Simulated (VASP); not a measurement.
# ZrC (I4/mmm) in VASP: a series of runs

One crystal, ZrC, is run at these levels: PBEsol; tasks: single point.

Program: VASP 6.6.1. These are calculated values, not measurements. Logs are shortened: lines on timing, memory, paths and dates and some standing lists are left out, and cuts for length are marked.

**1. The cell of the first run**

Symmetry: I4/mmm, No. 139, tetragonal system. Conventional cell: a = 3.191 Å, b = 3.191 Å, c = 4.700 Å, α = 90.00°, β = 90.00°, γ = 90.00°. Around Zr (site symmetry 4/mmm) lie 6 C at 2.26 to 2.35 Å. C (site symmetry 4/mmm) is surrounded by 6 Zr at 2.26 to 2.35 Å.

**2. Single point, PBEsol (strain -0.040 along x and y, +0.000 along z, atoms carried along)**

INCAR reads:

```
PREC = Accurate
ENCUT = 520
EDIFF = 1E-6
ISMEAR = 0
SIGMA = 0.15
LREAL = F
LASPH = T
NELM = 100
ALGO = Fast
ISIF = 2
LWAVE = F
LCHARG = F
GGA = PS
NBANDS = 15
```

KPOINTS reads:

```
Automatic mesh
0
Gamma
  18 18 18
```

POSCAR reads:

```
ZrC
1.0
    0.0000000000      2.2562016000      2.3502100000
    2.2562016000      0.0000000000      2.3502100000
    2.2562016000      2.2562016000      0.0000000000
Zr C
1 1
Direct
    0.5000000000      0.5000000000      0.5000000000
    0.0000000000      0.0000000000      0.0000000000
```

Potentials or basis: VASP PAW PBE potentials, release 64 (Zr_sv, C).

Command:

```
> cat potpaw_PBE.64/Zr_sv/POTCAR potpaw_PBE.64/C/POTCAR > POTCAR
> mpirun -np 1 vasp_std > vasp.out
```

OUTCAR:

```text
PREC = Accurate
   ENCUT = 520
   EDIFF = 1E-6
   ISMEAR = 0
   LREAL = F
   LASPH = T
   NELM = 100
   ISIF = 2
   GGA = PS

 ion  position               nearest neighbor table
   1  0.500  0.500  0.500-   2 2.26   2 2.26   2 2.26   2 2.26   2 2.35   2 2.35
   2  0.000  0.000  0.000-   1 2.26   1 2.26   1 2.26   1 2.26   1 2.35   1 2.35

  LATTYP: Found a body centered tetragonal cell.
 ALAT       =     3.1907509022
 C/A-ratio  =     1.4731391275

  Lattice vectors:

 A1 = (  -2.2562016000,   0.0000000000,   2.3502100000)
 A2 = (   2.2562016000,   0.0000000000,   2.3502100000)
 A3 = (   0.0000000000,   2.2562016000,  -2.3502100000)

Analysis of symmetry for initial positions (statically):
=====================================================================
 Subroutine PRICEL returns:
 Original cell was already a primitive cell.

 Routine SETGRP: Setting up the symmetry group for a
 body centered tetragonal supercell.

 Subroutine GETGRP returns: Found 16 space group operations
 (whereof 16 operations were pure point group operations)
 out of a pool of 16 trial point group operations.

The static configuration has the point symmetry D_4h.

Analysis of symmetry for dynamics (positions and initial velocities):
=====================================================================
 Subroutine PRICEL returns:
 Original cell was already a primitive cell.

 Routine SETGRP: Setting up the symmetry group for a
 body centered tetragonal supercell.

 Subroutine GETGRP returns: Found 16 space group operations
 (whereof 16 operations were pure point group operations)
 out of a pool of 16 trial point group operations.

The dynamic configuration has the point symmetry D_4h.

 Subroutine INISYM returns: Found 16 space group operations
 (whereof 16 operations are pure point group operations),
 and found     1 'primitive' translations

----------------------------------------------------------------------------------------

                                     Primitive cell

  volume of cell :      23.9272

  direct lattice vectors                    reciprocal lattice vectors
     0.000000000  2.256201600  2.350210000    -0.221611402  0.221611402  0.212746946
     2.256201600  0.000000000  2.350210000     0.221611402 -0.221611402  0.212746946
     2.256201600  2.256201600  0.000000000     0.221611402  0.221611402 -0.212746946

  length of vectors
     3.257903115  3.257903115  3.190750902     0.378793466  0.378793466  0.378793466

  position of ions in fractional coordinates (direct lattice)
     0.500000000  0.500000000  0.500000000
     0.000000000  0.000000000  0.000000000

  ion indices of the primitive-cell ions
   primitive index   ion index
                 1           1
                 2           2

----------------------------------------------------------------------------------------

 KPOINTS: Automatic mesh

Automatic generation of k-mesh.
 Grid dimensions read from file:
 generate k-points for:   18   18   18

 Generating k-lattice:

  Cartesian coordinates                     Fractional coordinates (reciprocal lattice)
    -0.012311745  0.012311745  0.011819275     0.055555556  0.000000000  0.000000000
     0.012311745 -0.012311745  0.011819275     0.000000000  0.055555556  0.000000000
     0.012311745  0.012311745 -0.011819275     0.000000000  0.000000000  0.055555556

  Length of vectors
     0.021044081  0.021044081  0.021044081

  Shift w.r.t. Gamma in fractional coordinates (k-lattice)
     0.000000000  0.000000000  0.000000000

 Subroutine IBZKPT returns following result:
 ===========================================

 Found    480 irreducible k-points:

 Following reciprocal coordinates:
            Coordinates               Weight
  0.000000  0.000000  0.000000      1.000000
  0.055556 -0.000000  0.000000      8.000000
  0.111111 -0.000000  0.000000      8.000000
  0.166667  0.000000  0.000000      8.000000
  0.222222 -0.000000  0.000000      8.000000
  0.277778  0.000000  0.000000      8.000000
[... 16 lines left out ...]
 -0.277778  0.055556  0.000000      8.000000
 -0.222222  0.055556  0.000000      8.000000
 [... further k-points ...]
   k-points           NKPTS =    480   k-points in BZ     NKDIM =    480   number of bands    NBANDS=     15
   number of dos      NEDOS =    301   number of ions     NIONS =      2
   total plane-waves  NPLWV =  13824
   dimension x,y,z NGX =    24 NGY =   24 NGZ =   24
   dimension x,y,z NGXF=    48 NGYF=   48 NGZF=   48
   ions per type =               1   1
   NGX,Y,Z   is equivalent  to a cutoff of  12.25, 12.25, 12.50 a.u.
   NGXF,Y,Z  is equivalent  to a cutoff of  24.49, 24.49, 25.01 a.u.
 SYSTEM =  unknown system
   PREC   = accura    normal or accurate (medium, high low for compatibility)
   ISTART =      0    job   : 0-new  1-cont  2-samecut
   ICHARG =      2    charge: 1-file 2-atom 10-const
   ISPIN  =      1    spin polarized calculation?
   LNONCOLLINEAR =      F non collinear calculations
   LSORBIT =      F    spin-orbit coupling
   LASPH  =      T    aspherical Exc in radial PAW
   ENCUT  =  520.0 eV  38.22 Ry    6.18 a.u.   6.06  6.06  5.93*2*pi/ulx,y,z
   NELM   =    100;   NELMIN=  2; NELMDL= -5     # of ELM steps
   EDIFF  = 0.1E-05   stopping-criterion for ELM
   LREAL  =      F    real-space projection
   EDIFFG = 0.1E-04   stopping-criterion for IOM
   NSW    =      0    number of steps for IOM
   IBRION =     -1    ionic relax: 0-MD 1-quasi-New 2-CG
   NFREE  =      0    steps in history (QN), initial steepest desc. (CG)
   ISIF   =      2    stress and relaxation
   ISYM   =      2    0-nonsym 1-usesym 2-fastsym
   POTIM  = 0.5000    time-step for ionic-motion
   TEBEG  =    0.0;   TEEND  =   0.0 temperature during run
   PSTRESS=    0.0 pullay stress
   NELECT =      16.0000    total number of electrons
   NUPDOWN=      -1.0000    fix difference up-down
   EMIN   =  10.00;   EMAX   =-10.00  energy-range for DOS
   EFERMI =   0.00;   METHOD = LEGACY
   ISMEAR =     0;   SIGMA  =   0.15  broadening in eV -4-tet -1-fermi 0-gaus
   EFERMI_NEDOS =   21; number of points for ismear=-14 and -15
   IALGO  =     68    algorithm
   IMIX   =      4    mixing-type and parameters
     AMIX     =   0.40;   BMIX     =  1.00
     AMIX_MAG =   1.60;   BMIX_MAG =  1.00
  volume/ion in A,a.u.               =      11.96        80.73
  Fermi-wavevector in a.u.,A,eV,Ry     =   1.431586  2.705305 27.884289  2.049437
  Thomas-Fermi vector in A             =   2.551306
   LORBIT       =      0    0 simple, 1 ext, 2 COOP (PROOUT), +10 PAW based schemes
   GGA     = PS    functional components
   LHFCALC =     F    Hartree Fock is set to
   AEXX    =    0.0000 exact exchange contribution
   IVDW    =     0    specifies the selected vdW correction
   LEPSILON=     F    determine dielectric tensor
   LRPA    =     F    only Hartree local field effects (RPA)
 non-spin polarized calculation
 RMM-DIIS sequential band-by-band and
 Gauss-broadening in eV      SIGMA  =   0.15
  energy-cutoff  :      520.00
  volume of cell :       23.93
 maximum number of plane-waves:       661
   NGX = 13   NGY = 13   NGZ = 11

 number of electron      15.9999999 magnetization

 Free energy of the ion-electron system (eV)
  ---------------------------------------------------
  ext. energy  EPLUGINS =         0.00000000
  ---------------------------------------------------
  free energy    TOTEN  =       -20.45491206 eV

  energy without entropy =      -20.45182416  energy(sigma->0) =      -20.45336811

 E-fermi :  10.4850     XC(G=0): -12.6842

 val. band max:       10.4812755088   @ k =  -0.0556   0.3333   0.2778
 cond. band min:      10.4955493969   @ k =  -0.0556   0.0000   0.0556
 fundamental gap:      0.0142738881
 Fermi energy:        10.4849993782

 k-point     1 :       0.0000    0.0000    0.0000
  band No.  band energies     occupation
      1     -37.2041      2.00000
      2     -14.8949      2.00000
      3     -14.8736      2.00000
      4     -14.8736      2.00000
      5      -1.0964      2.00000
      6      11.2434      0.00000
      7      11.2609      0.00000
      8      11.5207      0.00000
      9      11.5207      0.00000
     10      11.6962      0.00000
     11      11.6962      0.00000
     12      13.1491      0.00000
     13      13.7581      0.00000
     14      18.8429      0.00000
     15      21.0079      0.00000

 k-point     2 :       0.0556   -0.0000    0.0000
  band No.  band energies     occupation
      1     -37.1997      2.00000
      2     -14.9219      2.00000
      3     -14.8898      2.00000
      4     -14.8757      2.00000
      5      -1.0138      2.00000
      6      10.6794      0.06686
      7      10.7968      0.00329
      8      11.0429      0.00000
      9      11.6633      0.00000
     10      11.8725      0.00000
     11      12.1223      0.00000
     12      13.6088      0.00000
     13      14.2199      0.00000
     14      18.9936      0.00000
     15      21.2287      0.00000

 k-point     3 :       0.1111   -0.0000    0.0000
  band No.  band energies     occupation
      1     -37.1868      2.00000
      2     -15.0301      2.00000
      3     -14.9044      2.00000
      4     -14.8816      2.00000
      5      -0.7737      2.00000
      6       9.8151      2.00000
      7      10.0767      1.99988
      8      10.2907      1.93304
      9      11.9298      0.00000
     10      12.1175      0.00000
     11      12.5407      0.00000
     12      14.5581      0.00000
     13      15.2021      0.00000
     14      19.3986      0.00000
     15      21.8514      0.00000
[... 343 lines left out ...]
 k-point    23 :      -0.2778    0.0556    0.0000
  band No.  band energies     occupation
      1     -37.1041      2.00000
      2     -15.6678      2.00000
      3     -15.0151      2.00000
      4     -14.9013      2.00000
      5       0.9043      2.00000
      6       6.7823      2.00000
      7       7.9594      2.00000
      8       8.0971      2.00000
      9      13.4454      0.00000
     10      13.6021      0.00000
     11      14.4917      0.00000
     12      17.5316      0.00000
     13      19.9236      0.00000
     14      20.6330      0.00000
     15      24.8796      0.00000

 k-point    24 :      -0.2222    0.0556    0.0000
  band No.  band energies     occupation
      1     -37.1297      2.00000
      2     -15.4765      2.00000
      3     -14.9906      2.00000
      4     -14.8886      2.00000
      5       0.3485      2.00000
      6       7.6156      2.00000
      7       8.4341      2.00000
      8       8.5931      2.00000
      9      12.8785      0.00000
     10      13.1801      0.00000
     11      13.8237      0.00000
     12      16.4285      0.00000
     13      18.7316      0.00000
     14      20.7316      0.00000
     15      24.1630      0.00000

 [... further k-points ...]
[... 5 lines left out ...]
  --------------------------------------------------------------------------------------
  -------------------------------------------------------------------------------------
  Total        3.6327680      3.6327680      0.6688423      0.0000000      0.0000000     -0.0000000
  in kB      243.2516356    243.2516356     44.7859561      0.0000000      0.0000000     -0.0000000
  external PRESSURE =     177.0964091 kB  Pullay stress =       0.0000000 kB

 VOLUME and BASIS-vectors are now :
 -----------------------------------------------------------------------------
  energy-cutoff  :      520.00
  volume of cell :       23.93
      direct lattice vectors                 reciprocal lattice vectors
     0.000000000  2.256201600  2.350210000    -0.221611402  0.221611402  0.212746946
     2.256201600  0.000000000  2.350210000     0.221611402 -0.221611402  0.212746946
     2.256201600  2.256201600  0.000000000     0.221611402  0.221611402 -0.212746946

 POSITION                                       TOTAL-FORCE (eV/Angst)
 -----------------------------------------------------------------------------------
      2.25620      2.25620      2.35021         0.000000     -0.000000      0.000000
      0.00000      0.00000      0.00000        -0.000000      0.000000     -0.000000
 -----------------------------------------------------------------------------------
    total drift:                               -0.000000     -0.000000      0.000000

  FREE ENERGIE OF THE ION-ELECTRON SYSTEM (eV)
  ---------------------------------------------------
  free  energy   TOTEN  =       -20.4549120603 eV

  energy  without entropy=      -20.4518241622  energy(sigma->0) =      -20.45336811
```

It took 1.7 min on 1 thread of AMD EPYC 9R45 (Zen 5), shared host; peak memory 0.25 GiB.

What came out:

```
Free energy            : -20.4549 eV
Pressure               : 17.7 GPa
Band gap on the k mesh : none (metal or under the smearing width)
```

Caveat: so large a pressure means that the cell lies far from this level's equilibrium, or that cutoff or potentials fall short; the potentials were made for another functional, which shifts forces and pressure.

**3. Single point, PBEsol (strain -0.080 along x and y, -0.040 along z, atoms carried along)**

INCAR reads:

```
ALGO = Fast
EDIFF = 1E-7
ENCUT = 520
GGA = PS
ISIF = 2
ISMEAR = 0
LASPH = True
LCHARG = False
LREAL = False
LWAVE = False
NBANDS = 15
NELM = 60
PREC = Accurate
SIGMA = 0.15
```

KPOINTS reads:

```
k-points
0
Gamma
  18 18 18
```

POSCAR reads:

```
ZrC
1.0
    0.0000000000      2.1621932000      2.2562016000
    2.1621932000      0.0000000000      2.2562016000
    2.1621932000      2.1621932000      0.0000000000
Zr C
1 1
Direct
    0.5000000000      0.5000000000      0.5000000000
    0.0000000000      0.0000000000      0.0000000000
```

Potentials or basis: VASP PAW PBE potentials, release 64 (Zr_sv, C).

Command:

```
> cat potpaw_PBE.64/Zr_sv/POTCAR potpaw_PBE.64/C/POTCAR > POTCAR
> mpirun -np 1 vasp_std > vasp.out
```

It took 2.1 min on 1 thread of AMD EPYC 9R45 (Zen 5), shared host; peak memory 0.23 GiB.

The run converged. Its results:

```yaml
Free_energy: -19.7502 eV
Pressure: 65.9 GPa
Band_gap_on_the_k_mesh: none (metal or under the smearing width)
```

Stress tensor (GPa, compression positive):
```
76.81  0.00  0.00
 0.00 76.81  0.00
 0.00  0.00 44.20
```

Levels at points of the mesh, in eV from the Fermi level:
| k point | band 6 | band 7 | band 8 | band 9 | band 10 | band 11 |
| --- | --- | --- | --- | --- | --- | --- |
| (0.00, 0.00, 0.00) | 0.66 | 0.69 | 1.08 | 1.08 | 1.21 | 1.21 |
| (0.50, 0.00, 0.00) | -6.23 | -3.85 | -3.75 | 5.46 | 5.81 | 6.72 |
| (0.50, 0.50, 0.00) | -2.60 | -1.93 | 0.51 | 0.51 | 5.56 | 7.24 |
| (0.50, 0.00, 0.50) | -2.67 | -1.29 | 0.04 | 0.48 | 5.54 | 6.91 |

Caveat: the cell as given lies far from equilibrium; so large a pressure means that the cell lies far from this level's equilibrium, or that cutoff or potentials fall short; the potentials were made for another functional, which shifts forces and pressure.

**4. Single point, PBEsol (strain +0.080 along x and y, +0.000 along z, atoms carried along)**

INCAR reads:

```
SYSTEM = ZrC
PREC = Accurate
ENCUT = 520
EDIFF = 1E-6
ISMEAR = 0
SIGMA = 0.15
LREAL = .False.
LASPH = .True.
NELM = 80
ALGO = Fast
ISIF = 2
LWAVE = .False.
LCHARG = .False.
GGA = PS
NBANDS = 15
```

KPOINTS reads:

```
regular mesh
0
Gamma
  18 18 18
  0 0 0
```

POSCAR reads:

```
ZrC
1.0
    0.0000000000      2.5382268000      2.3502100000
    2.5382268000      0.0000000000      2.3502100000
    2.5382268000      2.5382268000      0.0000000000
Zr C
1 1
Direct
    0.5000000000      0.5000000000      0.5000000000
    0.0000000000      0.0000000000      0.0000000000
```

Command:

```
> cat potpaw_PBE.64/Zr_sv/POTCAR potpaw_PBE.64/C/POTCAR > POTCAR
> mpirun -np 1 vasp_std > vasp.out
```

Wall time 3 min (1 thread of AMD EPYC 9R45 (Zen 5), shared host); peak memory 0.3 GiB.

It converged, with:

```
Free energy            : -20.0166 eV
Pressure               : -26.7 GPa
Band gap on the k mesh : none (metal or under the smearing width)
```

Stress tensor (GPa, compression positive):
```
-31.52   0.00   0.00
  0.00 -31.52   0.00
  0.00   0.00 -17.04
```

Levels at points of the mesh, in eV from the Fermi level:
```csv
k point,band 6,band 7,band 8,band 9,band 10,band 11
"(0.00, 0.00, 0.00)",0.79,0.79,0.80,0.80,1.06,1.38
"(0.50, 0.00, 0.00)",-4.78,-2.58,-2.51,3.46,3.98,4.52
"(0.50, 0.50, 0.00)",-1.73,-1.49,-0.32,-0.32,3.71,4.61
"(0.50, 0.00, 0.50)",-2.43,-1.33,-0.02,0.16,3.49,4.28
```

Caveat: so large a pressure means that the cell lies far from this level's equilibrium, or that cutoff or potentials fall short; the potentials were made for another functional, which shifts forces and pressure.

**5. The runs side by side**

| cell | further INCAR settings | gap on the mesh (eV) | pressure (GPa) |
| --- | --- | --- | --- |
| strain -0.040 along x and y, +0.000 along z, atoms carried along | ALGO = Fast; EDIFF = 1e-06; NBANDS = 15 | none | 17.7 |
| strain -0.080 along x and y, -0.040 along z, atoms carried along | ALGO = Fast; EDIFF = 1e-07; NBANDS = 15 | none | 65.9 |
| strain +0.080 along x and y, +0.000 along z, atoms carried along | ALGO = Fast; EDIFF = 1e-06; NBANDS = 15 | none | -26.7 |

Alike in all rows: task single point; level PBEsol; potentials or basis VASP PAW PBE potentials, release 64 (Zr_sv, C); no spin polarisation; k mesh 18 × 18 × 18; cutoff (eV) 520; smearing gaussian 0.15 eV.

Caveats: so large a pressure means that the cell lies far from this level's equilibrium, or that cutoff or potentials fall short; the potentials were made for another functional, which shifts forces and pressure; the cell as given lies far from equilibrium (some runs).

Absolute energies hang on the potentials; compare differences alone.
